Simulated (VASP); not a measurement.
Output of a VASP run:

OSZICAR:
```
       N       E                     dE             d eps       ncg     rms          rms(c)
DAV:   1     0.109204025339E+03    0.10920E+03   -0.52943E+03  8476   0.406E+02
DAV:   2     0.545947321008E+01   -0.10374E+03   -0.88693E+02  8293   0.132E+02
DAV:   3    -0.591969248781E+01   -0.11379E+02   -0.11125E+02  9907   0.392E+01
DAV:   4    -0.612292320461E+01   -0.20323E+00   -0.20303E+00  9643   0.545E+00
DAV:   5    -0.612451665737E+01   -0.15935E-02   -0.15934E-02  9419   0.475E-01    0.498E+00
DAV:   6    -0.593668218475E+01    0.18783E+00   -0.19552E-01 11238   0.916E+00    0.363E+00
DAV:   7    -0.591924379385E+01    0.17438E-01   -0.36283E-02 10709   0.133E+00    0.174E+00
DAV:   8    -0.591579946221E+01    0.34443E-02   -0.33525E-03 10682   0.419E-01    0.204E-01
DAV:   9    -0.591571851693E+01    0.80945E-04   -0.85340E-04  9287   0.103E-01    0.775E-02
DAV:  10    -0.591574034312E+01   -0.21826E-04   -0.54119E-05 10251   0.249E-02    0.304E-02
DAV:  11    -0.591575693743E+01   -0.16594E-04   -0.56735E-06  9479   0.732E-03    0.807E-03
DAV:  12    -0.591576110150E+01   -0.41641E-05   -0.22215E-06  9714   0.423E-03    0.483E-03
DAV:  13    -0.591576117109E+01   -0.69587E-07   -0.15200E-07  9641   0.137E-03
   1 F= -.59157612E+01 E0= -.59157612E+01  d E =-.917544E-35
 imaginary and real dielectric function
```

OUTCAR:
```
------------------------ aborting loop because EDIFF is reached ----------------------------------------
  FORCE on cell =-STRESS in cart. coord.  units (eV):
  Direction    XX          YY          ZZ          XY          YZ          ZX
  --------------------------------------------------------------------------------------
  Total       -0.0064075     -0.0064075     -0.0064075     -0.0000000     -0.0000000      0.0000000
  in kB       -0.1840814     -0.1840814     -0.1840814     -0.0000000     -0.0000000      0.0000000
  external PRESSURE =      -0.1840814 kB  Pullay stress =       0.0000000 kB
  volume of cell :       55.77
      direct lattice vectors                 reciprocal lattice vectors
     0.000000000  3.032403443  3.032403443    -0.164885712  0.164885712  0.164885712
     3.032403443  0.000000000  3.032403443     0.164885712 -0.164885712  0.164885712
     3.032403443  3.032403443  0.000000000     0.164885712  0.164885712 -0.164885712
 POSITION                                       TOTAL-FORCE (eV/Angst)
 -----------------------------------------------------------------------------------
      0.00000      0.00000      0.00000        -0.000000      0.000000      0.000000
      1.51620      1.51620      1.51620         0.000000     -0.000000     -0.000000
 -----------------------------------------------------------------------------------
    total drift:                               -0.000001     -0.000001     -0.000001
  FREE ENERGIE OF THE ION-ELECTRON SYSTEM (eV)
  ---------------------------------------------------
  free  energy   TOTEN  =        -5.9157611711 eV

  energy  without entropy=       -5.9157611711  energy(sigma->0) =       -5.91576117

 plasma frequency squared (from intraband transitions) (eV^2)
  --------------------------------------------------------------------------------------
       0.000      -0.000       0.000
      -0.000       0.000      -0.000
       0.000      -0.000       0.000

 plasma frequency squared (from interband transitions, int dw w eps(2)(w)) (eV^2)
  --------------------------------------------------------------------------------------
     250.414       0.000      -0.000       0.000      -0.000       0.000
      -0.000      -0.000     250.414       0.000      -0.000       0.000
      -0.000      -0.000      -0.000      -0.000     250.414       0.000
```
(Selected blocks of OUTCAR.)

File POSCAR:
```
ZnTe
1
   -0.0000000000     3.0324034431     3.0324034431
    3.0324034431     0.0000000000     3.0324034431
    3.0324034431     3.0324034431    -0.0000000000
Zn Te
1 1
Direct
  0.0000000000   0.0000000000   0.0000000000
  0.2500000000   0.2500000000   0.2500000000
```

### Question
Reconstruct the remaining input files.

### Answer
One answer among several that fit: the input of the run itself, PBEsol GGA, plane waves, VASP's PBE PAW potentials (set 64).

INCAR:
```
ALGO = Normal
CSHIFT = 0.1
EDIFF = 1E-7
ENCUT = 400
GGA = PS
ISMEAR = 0
LASPH = .TRUE.
LCHARG = .FALSE.
LMAXMIX = 4
LOPTICS = .TRUE.
LREAL = .FALSE.
LWAVE = .FALSE.
NBANDS = 39
NEDOS = 1001
NELM = 100
PREC = Accurate
SIGMA = 0.01
SYSTEM = ZnTe
```

File KPOINTS:
```
Automatic mesh
0
gamma
 14 14 14
0 0 0
```

POTCAR, in this order: Zn Te (PBE.64 set). Program: vasp_std.

The compound is ZnTe in the zinc blende structure. It was relaxed first.
